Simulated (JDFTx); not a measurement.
## Pd under changes of volume

One of the cells (15.547 Å³/atom); the others are scaled copies at fixed shape and fractional positions:

```xyz
1
Lattice="-1.5723 1.5723 1.5723 1.5723 -1.5723 1.5723 1.5723 1.5723 -1.5723" Properties=species:S:1:pos:R:3 pbc="T T T"
Pd    0.0000    0.0000    0.0000
```

This isn't the form of Pd at room conditions, which is fcc.

| Property | Result |
| --- | --- |
| Program | JDFTx 1.7.0 (patched build) |
| Functional | PBEsol |
| Potentials or basis | PseudoDojo-SR-PBEsol-0.4.1-standard with smoothed tails |
| Cutoff | 1116 eV |
| Density cutoff | 4463 eV |
| k mesh | 12 × 12 × 12 |
| Occupations | fermi-dirac, width 0.05 eV |
| Spin | no spin polarisation |

| volume (Å³/atom) | energy over the lowest point (meV/atom) | pressure (GPa) |
| --- | --- | --- |
| 14.614 | 0.00 | 0.5 |
| 14.925 | ? | ? |
| 15.236 | 13.70 | -7.1 |
| 15.547 | 30.68 | -10.2 |
| 15.858 | 53.28 | -12.9 |
| 16.169 | 80.73 | -15.2 |
| 16.480 | 112.34 | -17.2 |

Question: What does the run at 14.925 Å³/atom give?

Answer: Energy over the lowest point 3.15 meV/atom; pressure -3.6 GPa.

Worked out: A Birch-Murnaghan fit of order 3 (a polynomial in V^(-2/3)) to the other rows has its minimum at 14.65 Å³/atom with B0 = V·E''(V) = 203 GPa and B' = 5.6. It gives 3.14 meV/atom at 14.925 Å³/atom, against the run's 3.15, and -dE/dV = -3.6 GPa, against -3.6.

Energies are extrapolated to zero smearing.

Caveats: this set's palladium file may shift the pressure by some GPa.
